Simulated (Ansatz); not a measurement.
**Al2Au: course of a relaxation**

Method: DFT PBE, scalar-relativistic, plane waves, PAW in Ansatz 0.2.0. Settings: 420 eV cutoff, 12×12×12 k-mesh, Gaussian smearing of 0.10 eV, no spin polarisation.

What was changed in Sb2Au: Sb → Al on all its sites, cell and atoms relaxed.

Spin–orbit coupling is left out, which can shift energies with elements as heavy as these.

Input:

```yaml
crystal:
  lattice:
    - [0.0, 3.0336949417, 3.0336949417]
    - [3.0336949417, 0.0, 3.0336949417]
    - [3.0336949417, 3.0336949417, 0.0]
  atoms:
    - { symbol: Al, position: [0.25, 0.25, 0.25] }
    - { symbol: Al, position: [0.75, 0.75, 0.75] }
    - { symbol: Au, position: [0.0, 0.0, 0.0] }
basis:
  ecutwfc: 420
kpoints:
  mp_grid: { grid: [12, 12, 12] }
hamiltonian:
  xc: pbe
scf:
  occupations: { method: gaussian, width: 0.1 }
output:
  forces: true
  stress: true
  eigenvalues: true
relax:
  adjacent_minimum: "off"
  f_tol: 0.01
  max_steps: 60
  cell: { stress_tol: 0.1 }
```

F is the free energy. Steps run on the plane waves of an earlier cell, but the last one, and at times one on the way, on a freshly chosen basis, so a repeated geometry can differ a little in energy.

Steps:

```tsv
step	F − F(1) (eV)	largest force component (eV/Å)	V (Å³/atom)	P (GPa)
1	0.0000	0.000	18.613	-0.33
2	-0.0002	0.000	18.532	0.13
3	-0.0002	0.000	18.554	0.00
4	-0.0002	0.000	18.554	0.00
```

Relaxed structure:

```cif
data_structure
_symmetry_space_group_name_H-M 'P 1'
_symmetry_Int_Tables_number 1
_cell_length_a 4.2858
_cell_length_b 4.2858
_cell_length_c 4.2858
_cell_angle_alpha 60.000
_cell_angle_beta 60.000
_cell_angle_gamma 60.000
_cell_volume 55.66
loop_
_atom_site_label
_atom_site_type_symbol
_atom_site_fract_x
_atom_site_fract_y
_atom_site_fract_z
_atom_site_occupancy
Al1 Al 0.25000 0.25000 0.25000 1
Al2 Al 0.75000 0.75000 0.75000 1
Au1 Au 0.00000 0.00000 0.00000 1
```

The structure is cubic, space group Fm-3m (No. 225). The conventional cell has a = 6.061 Å, b = 6.061 Å, c = 6.061 Å, α = 90.00°, β = 90.00°, γ = 90.00°. Around Al (site symmetry -43m) lie 4 Au at 2.62 Å. Au (site symmetry m-3m) is surrounded by 8 Al at 2.62 Å.

The run converged. The run took about 7 core-seconds.